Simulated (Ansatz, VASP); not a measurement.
## AlRu: VASP and Ansatz over several settings

```
Ru Al
1.0
     3.03097    0.00000    0.00000
     0.00000    3.03097    0.00000
     0.00000    0.00000    3.03097
Ru Al
1 1
Direct
  0.50000 0.50000 0.50000
  0.00000 0.00000 0.00000
```

Single points on this cell with VASP 6.6.1 and Ansatz 0.2.0. Each row is one pair of runs. Alike in all rows: spin: off; k mesh: 9 × 9 × 9; smearing: fermi-dirac, width 0.05 eV.

```tsv
level	VASP's potentials, cutoff	Ansatz's potentials, cutoff	gap on the k mesh at the Fermi level (eV), VASP	gap on the k mesh at the Fermi level (eV), Ansatz	pressure (GPa), VASP	pressure (GPa), Ansatz
r2SCAN	VASP PAW PBE potentials, release 64 (Ru_pv, Al), 520 eV	Ansatz PAW, 500 eV	none	none	-9.6	-9.7
LDA	VASP PAW LDA potentials, release 64 (Ru_pv, Al), 520 eV	Ansatz PAW, 420 eV	none	none	-14.8	-15.2
PBEsol	VASP PAW PBE potentials, release 64 (Ru_pv, Al), 520 eV	Ansatz PAW, 420 eV	none	none	-10.7	-10.7
```

Pressure (GPa): the two programs differ by at most 0.38.

A gap of «none» marks a metal or a gap that the smearing closes.

Caveats: the PAW data sets were made with another functional, which shifts forces and pressure a little (VASP); the PAW data sets come from PBE, with cores solved anew for the run's functional, which leaves a small shift of forces and pressure (Ansatz).
